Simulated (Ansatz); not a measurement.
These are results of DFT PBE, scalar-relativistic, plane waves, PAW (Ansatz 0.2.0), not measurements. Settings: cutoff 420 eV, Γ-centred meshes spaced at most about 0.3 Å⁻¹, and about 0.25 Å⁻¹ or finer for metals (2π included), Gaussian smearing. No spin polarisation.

All energies are static (0 K, no zero-point motion).

Question: Order these relaxed structures of Zr₅N₂ by energy, lowest first, with the energy over the lowest of them.
A. Space group P-3m1 (No. 164), trigonal, a = 3.273 Å, c = 13.207 Å. Zr on a site of symmetry 3m is surrounded by 3 N at 2.30 Å and 12 Zr at 3.15–3.28 Å; around Zr on a second site of symmetry 3m lie 3 N at 2.25 Å and 12 Zr at 3.15–3.36 Å; Zr on a site of symmetry -3m has 12 Zr at 3.27–3.28 Å; N is surrounded by 6 Zr at 2.25–2.30 Å.
B. Space group P-3m1 (No. 164), trigonal, a = 3.236 Å, c = 13.215 Å. Zr on a site of symmetry -3m is surrounded by 6 N at 2.28 Å and 12 Zr at 3.23–3.24 Å; Zr on a site of symmetry 3m has 3 N at 2.29 Å and 12 Zr at 3.23–3.27 Å; Zr on a second site of symmetry 3m has 12 Zr at 3.18–3.27 Å; N has 6 Zr at 2.28–2.29 Å.

Answer: A (0 meV/atom), B (26 meV/atom). Counting Zr atoms around N (those within 1.25 times the shortest such distance or 1.15 times the sum of covalent radii, 1.27 where that leaves under three): A has N 6; B has N 6. Both come from invented guesses.

For metals, differences of a few meV/atom aren't resolved. Cells relaxed within their symmetry can be saddle points. Some types were kept out of the candidates beforehand, so the set may lack a known form.
